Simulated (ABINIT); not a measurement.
# InAs (F-43m) in ABINIT: notebook

The runs below take InAs through band structure, equation of state, with rPW86PBE, RPBE.

All numbers are computed with ABINIT 10.8.3 (patched build); they aren't measurements. Logs are shortened: lines on timing, memory, paths and dates and some standing lists are left out, and cuts for length are marked. The log counts tension as positive stress, the text compression.

**What was measured.**

From a printed reference work, data compilation, for a bulk crystal of InAs at 4.2 K: band gap 0.418 eV (direct).

The runs below are set against these values where they give the same quantity.

### 1 The crystal as given

Symmetry: F-43m, No. 216, cubic system. Conventional cell: a = 6.036 Å, b = 6.036 Å, c = 6.036 Å, α = 90.00°, β = 90.00°, γ = 90.00°. In (site symmetry -43m) is surrounded by 4 As at 2.61 Å. As (site symmetry -43m) has 4 In at 2.61 Å as nearest neighbours.

### 2 Band structure, rPW86PBE

run.abi reads:

```
ndtset 2

pp_dirpath "./"
pseudos "In.GGA_PBE-JTH.xml, As.GGA_PBE-JTH.xml"

acell 3*1.0
rprim
     0.0000000000     5.7031934441     5.7031934441
     5.7031934441     0.0000000000     5.7031934441
     5.7031934441     5.7031934441     0.0000000000
ntypat 2
znucl 49 33
natom 2
typat 1 2
xred
     0.0000000000     0.0000000000     0.0000000000
     0.7500000000     0.7500000000     0.7500000000

ecut 17.0
pawecutdg 34.0

ixc -144130

occopt 3
tsmear 0.05 eV

nstep 100

iomode 3
prtwf 0
prteig 0
prtebands 0
enunit 1
prtden1 1

kptopt1 1
ngkpt1 8 8 8
nshiftk1 1
shiftk1 0.0 0.0 0.0
nband1 18
tolvrs1 1.0e-9

iscf2 -2
getden2 1
nband2 22
nbdbuf2 2
tolwfr2 1.0e-12
kptopt2 -9
ndivsm2 6
prteig2 1
prtvol2 -3
kptbounds2
     0.0000000000     0.0000000000     0.0000000000
     0.5000000000     0.0000000000     0.5000000000
     0.5000000000     0.2500000000     0.7500000000
     0.3750000000     0.3750000000     0.7500000000
     0.0000000000     0.0000000000     0.0000000000
     0.5000000000     0.5000000000     0.5000000000
     0.6250000000     0.2500000000     0.6250000000
     0.5000000000     0.2500000000     0.7500000000
     0.5000000000     0.5000000000     0.5000000000
     0.3750000000     0.3750000000     0.7500000000
```

Potentials or basis: JTH PAW PBE v2.0.

Launch:

```console
> abinit run.abi > log 2>&1
```

run.abo:

```text
.Version 10.8.3 of ABINIT
 DATASET    1 : space group F-4 3 m (#216); Bravais cF (face-center cubic)
================================================================================
 Values of the parameters that define the memory need for DATASET  1.
     intxc =       0    ionmov =       0      iscf =      17    lmnmax =      18
     lnmax =       6     mgfft =      30  mpssoang =       3    mqgrid =    3001
     natom =       2  nloc_mem =       2    nspden =       1   nspinor =       1
    nsppol =       1      nsym =      24    n1xccc =       1    ntypat =       2
    occopt =       3   xclevel =       2
       mpw =        1254          nfft =       27000          nkpt =          29
 PAW method is used; the additional fine FFT grid is defined by:
   mgfftf=        45    nfftf =     91125
================================================================================
================================================================================

 DATASET    2 : space group F-4 3 m (#216); Bravais cF (face-center cubic)
================================================================================
 Values of the parameters that define the memory need for DATASET  2.
     intxc =       0    ionmov =       0      iscf =      -2    lmnmax =      18
     lnmax =       6     mgfft =      30  mpssoang =       3    mqgrid =    3001
     natom =       2  nloc_mem =       2    nspden =       1   nspinor =       1
    nsppol =       1      nsym =      24    n1xccc =       1    ntypat =       2
    occopt =       3   xclevel =       2
       mpw =        1266          nfft =       27000          nkpt =         103
 PAW method is used; the additional fine FFT grid is defined by:
   mgfftf=        45    nfftf =     91125
================================================================================
================================================================================

--------------------------------------------------------------------------------
------------- Echo of variables that govern the present computation ------------
--------------------------------------------------------------------------------
 -outvars: echo values of preprocessed input variables --------
            acell      1.0000000000E+00  1.0000000000E+00  1.0000000000E+00 Bohr
              amu      1.14820000E+02  7.49215900E+01
             ecut      1.70000000E+01 Hartree
           enunit           1
           getden1          0
           getden2          1
             iscf1         17
             iscf2         -2
              ixc     -144130
           jdtset        1    2
           kptopt1          1
           kptopt2         -9
         kptrlatt        8    0    0      0    8    0      0    0    8
          kptrlen1     6.45242681E+01
          kptrlen2     3.00000000E+01
            natom           2
            nband1         18
            nband2         22
           nbdbuf1          0
           nbdbuf2          2
           ndtset           2
           ndivsm1          0
           ndivsm2          6
            ngfft          30      30      30
          ngfftdg          45      45      45
             nkpt1         29
             nkpt2        103
            nstep         100
             nsym          24
           ntypat           2
           occopt           3
        pawecutdg      3.40000000E+01 Hartree
         pawxcdev           0
        prtebands           0
           prteig1          0
           prteig2          1
           prtvol1          0
           prtvol2         -3
            prtwf           0
            rprim      0.0000000000E+00  5.7031934441E+00  5.7031934441E+00
                       5.7031934441E+00  0.0000000000E+00  5.7031934441E+00
                       5.7031934441E+00  5.7031934441E+00  0.0000000000E+00
           shiftk1     0.00000000E+00  0.00000000E+00  0.00000000E+00
           shiftk2     5.00000000E-01  5.00000000E-01  5.00000000E-01
          spgroup         216
           tolvrs1     1.00000000E-09
           tolvrs2     0.00000000E+00
           tolwfr1     0.00000000E+00
           tolwfr2     1.00000000E-12
[... 243 lines left out ...]
 Non-SCF case, kpt    1 (  0.00000  0.00000  0.00000), residuals and eigenvalues=
  4.65E-13  8.92E-13  5.44E-13  5.57E-13  8.76E-13  4.28E-13  5.40E-13  3.98E-13
  4.78E-13  1.62E-13  3.02E-13  8.05E-13  2.37E-13  6.14E-13  8.64E-13  3.40E-13
  9.78E-13  4.97E-13  6.41E-13  5.84E-13  9.13E-13  4.82E-13
 -1.1246E+00 -1.1246E+00 -1.1246E+00 -1.1244E+00 -1.1244E+00 -3.7376E-01
 -3.7376E-01 -3.7376E-01 -3.6916E-01 -3.6916E-01 -2.8417E-01  1.4326E-01
  1.5576E-01  1.5576E-01  1.5576E-01  2.9877E-01  2.9877E-01  2.9877E-01
  4.3113E-01  5.1750E-01  5.1750E-01  5.4080E-01
 Non-SCF case, kpt    2 (  0.02941  0.00000  0.02941), residuals and eigenvalues=
  6.02E-13  3.90E-13  7.34E-13  2.58E-13  6.25E-13  5.87E-13  5.38E-13  3.71E-13
  4.03E-13  5.25E-13  2.13E-13  6.08E-13  9.44E-13  2.64E-13  6.34E-13  3.82E-13
[... 799 lines left out ...]
  8.28E-13  9.87E-13  2.17E-13  6.98E-13  7.15E-13  1.74E-13  9.32E-13  4.51E-13
  6.39E-13  3.13E-13  2.05E-13  2.20E-13  1.53E-08  2.50E-06
 -1.1247E+00 -1.1246E+00 -1.1246E+00 -1.1244E+00 -1.1244E+00 -3.7987E-01
 -3.7169E-01 -3.7121E-01 -3.6980E-01 -3.6877E-01 -2.1201E-01 -5.4749E-02
  3.3789E-02  8.6514E-02  2.3532E-01  3.2314E-01  4.1106E-01  4.1796E-01
  4.4160E-01  5.2014E-01  6.2519E-01  6.6112E-01
 Non-SCF case, kpt  103 (  0.37500  0.37500  0.75000), residuals and eigenvalues=
  8.76E-13  9.49E-13  4.66E-13  9.93E-13  9.55E-13  6.40E-13  8.32E-13  7.43E-13
  4.01E-13  8.31E-13  2.08E-13  3.42E-13  3.19E-13  4.07E-13  2.74E-13  1.88E-13
  8.73E-13  2.69E-13  9.16E-13  9.23E-13  3.61E-08  1.61E-05
 -1.1247E+00 -1.1246E+00 -1.1246E+00 -1.1244E+00 -1.1244E+00 -3.8002E-01
 -3.7157E-01 -3.7110E-01 -3.6991E-01 -3.6871E-01 -2.1079E-01 -5.6010E-02
  3.4819E-02  8.3487E-02  2.3271E-01  3.1214E-01  4.2311E-01  4.2793E-01
  4.4178E-01  5.2659E-01  6.2830E-01  6.7627E-01

--- !ResultsGS
iteration_state: {dtset: 2, }
comment   : Summary of ground state results
lattice_vectors:
- [  0.0000000,   5.7031934,   5.7031934, ]
- [  5.7031934,   0.0000000,   5.7031934, ]
- [  5.7031934,   5.7031934,   0.0000000, ]
lattice_lengths: [   8.06553,    8.06553,    8.06553, ]
lattice_angles: [ 60.000,  60.000,  60.000, ] # degrees, (23, 13, 12)
lattice_volume:   3.7100888E+02
convergence: {deltae:  0.000E+00, res2:  0.000E+00, residm:  9.992E-13, diffor:  0.000E+00, }
etotal    :  -1.71904464E+02
entropy   :   0.00000000E+00
fermie    :   1.57488459E-01
cartesian_stress_tensor: null
pressure_GPa: null
xred      :
- [  0.0000E+00,   0.0000E+00,   0.0000E+00, In]
- [  7.5000E-01,   7.5000E-01,   7.5000E-01, As]
cartesian_forces: null
force_length_stats: {min: null, max: null, mean: null, }
...

 Integrated electronic density in atomic spheres:
 ------------------------------------------------
 Atom  Sphere_radius  Integrated_density
    1        2.50645         11.24014035
    2        2.10392         12.71549339

================================================================================

 ----iterations are completed or convergence reached----

 Mean square residual over all n,k,spin=   56.558E-14; max=  99.919E-14
 reduced coordinates (array xred) for    2 atoms
       0.000000000000      0.000000000000      0.000000000000
       0.750000000000      0.750000000000      0.750000000000

 cartesian coordinates (angstrom) at end:
    1      0.00000000000000     0.00000000000000     0.00000000000000
    2      4.52699999691250     4.52699999691250     4.52699999691250
 length scales=  1.000000000000  1.000000000000  1.000000000000 bohr
              =  0.529177210544  0.529177210544  0.529177210544 angstroms
 Eigenvalues (   eV  ) for nkpt= 103  k points:
 kpt#   1, nband= 22, wtk=  1.00000, kpt=  0.0000  0.0000  0.0000 (reduced coord)
 -30.60315  -30.60315  -30.60315  -30.59755  -30.59755  -10.17051  -10.17051  -10.17051
 -10.04538  -10.04538   -7.73264    3.89844    4.23833    4.23833    4.23833    8.12983
   8.12983    8.12983   11.73169   14.08179   14.08179   14.71583
 kpt#   2, nband= 22, wtk=  1.00000, kpt=  0.0294  0.0000  0.0294 (reduced coord)
 -30.60315  -30.60314  -30.60314  -30.59755  -30.59755  -10.17263  -10.16983  -10.16983
 -10.04562  -10.04519   -7.72038    3.59562    4.20217    4.20217    4.54143    8.07897
   8.17872    8.17872   11.80988   13.73297   14.09127   14.74348
 kpt#   3, nband= 22, wtk=  1.00000, kpt=  0.0588  0.0000  0.0588 (reduced coord)
 -30.60316  -30.60313  -30.60313  -30.59755  -30.59754  -10.17882  -10.16782  -10.16782
 -10.04638  -10.04463   -7.68379    3.17238    4.09947    4.09947    4.96417    7.93922
   8.31957    8.31957   12.02808   13.18598   14.11968   14.82638
 kpt#   4, nband= 22, wtk=  1.00000, kpt=  0.0882  0.0000  0.0882 (reduced coord)
 -30.60319  -30.60311  -30.60311  -30.59756  -30.59752  -10.18872  -10.16478  -10.16478
 -10.04792  -10.04374   -7.62347    2.74322    3.94458    3.94458    5.38782    7.73923
   8.53797    8.53797   12.30739   12.69476   14.16695   14.96448
 kpt#   5, nband= 22, wtk=  1.00000, kpt=  0.1176  0.0000  0.1176 (reduced coord)
[... 381 lines left out ...]
 -10.05585  -10.03656   -5.89896   -1.43591    1.12220    2.57171    6.55336    8.98532
  10.65437   10.68707   12.44806   14.12168   15.89618   17.33300
 kpt# 101, nband= 22, wtk=  1.00000, kpt=  0.4000  0.4000  0.7000 (reduced coord)
 -30.60328  -30.60285  -30.60270  -30.59753  -30.59725  -10.33164  -10.11804  -10.10531
 -10.05940  -10.03565   -5.82672   -1.45457    0.97510    2.45542    6.48311    8.99298
  10.81958   11.03194   12.20805   14.09314   16.55002   17.61507
 kpt# 102, nband= 22, wtk=  1.00000, kpt=  0.3875  0.3875  0.7250 (reduced coord)
 -30.60333  -30.60281  -30.60268  -30.59755  -30.59722  -10.33682  -10.11421  -10.10115
 -10.06279  -10.03464   -5.76913   -1.48980    0.91946    2.35415    6.40330    8.79309
  11.18551   11.37324   12.01652   14.15366   17.01228   17.98989
 kpt# 103, nband= 22, wtk=  1.00000, kpt=  0.3750  0.3750  0.7500 (reduced coord)
 -30.60338  -30.60277  -30.60266  -30.59757  -30.59720  -10.34099  -10.11089  -10.09822
 -10.06574  -10.03307   -5.73591   -1.52411    0.94747    2.27180    6.33245    8.49375
  11.51340   11.64447   12.02142   14.32935   17.09701   18.40233

== END DATASET(S) ==============================================================
================================================================================

 -outvars: echo values of variables after computation  --------
            acell      1.0000000000E+00  1.0000000000E+00  1.0000000000E+00 Bohr
           etotal1    -1.7190446402E+02
            fcart1    -1.1803234668E-29  3.5409704005E-29 -1.1803234668E-29
                       1.1803234668E-29 -3.5409704005E-29  1.1803234668E-29
            rprim      0.0000000000E+00  5.7031934441E+00  5.7031934441E+00
                       5.7031934441E+00  0.0000000000E+00  5.7031934441E+00
                       5.7031934441E+00  5.7031934441E+00  0.0000000000E+00
           strten1    -2.1155497123E-04 -2.1155497123E-04 -2.1155497123E-04
                       0.0000000000E+00  0.0000000000E+00  0.0000000000E+00
           xangst      0.0000000000E+00  0.0000000000E+00  0.0000000000E+00
                       4.5269999969E+00  4.5269999969E+00  4.5269999969E+00
             xred      0.0000000000E+00  0.0000000000E+00  0.0000000000E+00
                       7.5000000000E-01  7.5000000000E-01  7.5000000000E-01
 Calculation completed.
```

Run time: 87 s. Hardware: 1 thread of Arm Neoverse V1, shared host; peak memory 0.14 GiB.

Results:

| Property | Result |
| --- | --- |
| Free energy | -4677.7588 eV |
| Band gap on the k mesh | none (metal or under the smearing width) |
| Valence electrons inside the program's atomic spheres | In 11.24; As 12.72 |

Levels at the corners of the path, in eV from the Fermi level:
| point | band 11 | band 12 | band 13 | band 14 | band 15 | band 16 | band 17 | band 18 |
| --- | --- | --- | --- | --- | --- | --- | --- | --- |
| Γ | -12.02 | -0.39 | -0.05 | -0.05 | -0.05 | 3.84 | 3.84 | 3.84 |
| X | -10.01 | -5.94 | -2.39 | -2.39 | 1.48 | 2.00 | 9.10 | 9.17 |
| W | -9.95 | -5.80 | -3.01 | -2.94 | 4.13 | 4.26 | 4.91 | 6.06 |
| K | -10.02 | -5.81 | -3.34 | -2.01 | 2.05 | 4.21 | 7.23 | 7.36 |
| Γ | -12.02 | -0.39 | -0.05 | -0.05 | -0.05 | 3.84 | 3.84 | 3.84 |
| L | -10.54 | -5.86 | -1.05 | -1.05 | 0.84 | 4.64 | 4.64 | 6.79 |
| U | -10.02 | -5.81 | -3.34 | -2.01 | 2.05 | 4.21 | 7.23 | 7.36 |
| W | -9.95 | -5.80 | -3.01 | -2.94 | 4.13 | 4.26 | 4.91 | 6.06 |
| L | -10.54 | -5.86 | -1.05 | -1.05 | 0.84 | 4.64 | 4.64 | 6.79 |
| K | -10.02 | -5.81 | -3.34 | -2.01 | 2.05 | 4.21 | 7.23 | 7.36 |

Caveat: the cutoff is too short for stress, so the log's stress isn't used; the PAW data sets were made with another functional, which shifts forces and pressure a little; spin-orbit coupling is left out, which moves the levels of the heavy elements; this crystal is a semiconductor, whose small gap the functional closes, so the metal is an error of the method.

### 3 Equation of state, RPBE

run.abi reads:

```
# Datasets: one volume each
ndtset 7
getwfk -1
scalecart1 3*0.9795861087
scalecart2 3*0.9864848297
scalecart3 3*0.9932883884
scalecart4 3*1.0000000000
scalecart5 3*1.0066227096
scalecart6 3*1.0131594038
scalecart7 3*1.0196128224

# Pseudopotentials
pp_dirpath "./"
pseudos "In.GGA_PBE-JTH_sp.xml, As.GGA_PBE-JTH_sp.xml"

# Structure
acell 3*1.0
rprim
     0.0000000000     5.7031934441     5.7031934441
     5.7031934441     0.0000000000     5.7031934441
     5.7031934441     5.7031934441     0.0000000000
ntypat 2
znucl 49 33
natom 2
typat 1 2
xred
     0.0000000000     0.0000000000     0.0000000000
     0.7500000000     0.7500000000     0.7500000000

# Plane-wave basis
ecut 408.170794 eV
pawecutdg 30.0
pawovlp 30

# k points
kptopt 1
ngkpt 8 8 8
nshiftk 1
shiftk 0.0 0.0 0.0

# Exchange and correlation
ixc 15

# Bands and occupations
nband 8
occopt 3
tsmear 0.05 eV

# SCF cycle
nstep 100
tolvrs 1.0e-9

# Output
iomode 3
prtwf 1
prtden 0
prteig 0
prtebands 0
enunit 1
```

Potentials or basis: JTH PAW PBE v2.0 sp.

Launch:

```console
> abinit run.abi > log 2>&1
```

Run time: 56 s. Hardware: 1 thread of Arm Neoverse V1, shared host; peak memory 0.14 GiB.

Results (log left out):

| Item | Value |
| --- | --- |
| Equilibrium volume | 31.02 Å³/atom (rough: see the caveat) |
| Bulk modulus | 45 GPa (rough) |

Energy against volume, from the lowest point:
```tsv
volume (Å³/atom)	energy (meV/atom)
25.840	154.54
26.389	114.62
26.939	80.83
27.489	53.29
28.039	30.96
28.588	13.25
29.138	0.00
```

Caveat: the cutoff is too short for stress, so the log's stress isn't used; pressures at fixed basis lie under the slope of the energies; the minimum lies outside the volumes run; the PAW data sets were made with another functional, which shifts forces and pressure a little; this set keeps more shells in the core, which shifts pressures and gaps; the atomic spheres overlap.

### 4 Against experiment

Step 2. Measured gap of InAs: 0.418 eV (direct; 4.2 K; a printed reference work, data compilation). This calculation gives 0.00 eV (-0.42 eV). Spin-orbit coupling on As, In is left out. The value is that of rPW86PBE on a finite k mesh, which can miss the band edges, without temperature or zero-point motion.
